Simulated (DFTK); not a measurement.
Runs of DFTK 0.8.2 on Al2Au. It takes space group Fm-3m (No. 225, cubic). The conventional cell has a = 6.000 Å, b = 6.000 Å, c = 6.000 Å, α = 90.00°, β = 90.00°, γ = 90.00°. Around Au (site symmetry m-3m) lie 8 Al at 2.60 Å. Around Al (site symmetry -43m) lie 4 Au at 2.60 Å. 

| potentials or basis | cutoff (eV) | valence electrons | gap on the mesh (eV) | pressure (GPa) |
| --- | --- | --- | --- | --- |
| cp2k.nc.sr.pbe.v0_1.semicore.gth (PBE, GTH) | 1197 | Al 3, Au 11 | none | 4.2 |
| SPMS 1.0 (PBE) | 1225 | Al 3, Au 19 | none | 3.3 |
| in-house norm-conserving set (PBE, scalar relativistic) | 1034 | Al 3, Au 19 | none | (a) |
| SG15 1.2 (PBE) | 1225 | Al 11, Au 19 | none | 3.3 |
| dojo.nc.sr.pbe.v0_5.stringent.upf (PBE) | 1034 | Al 3, Au 19 | none | 3.1 |

Alike in all rows: task band structure; level PBE; no spin polarisation; cell as given; k mesh 8 × 8 × 8; smearing fermi-dirac 0.05 eV.

Estimate the missing entries.

(a) 3.4.

Caveats: GTH potentials come without recommended cutoffs, and this one wasn't checked for convergence (some runs).

A k mesh can miss the band edges, and the runs leave out spin-orbit coupling on Au.

A gap of «none» marks a metal or a gap under the smearing width.

Not every run made on this cell is shown here.
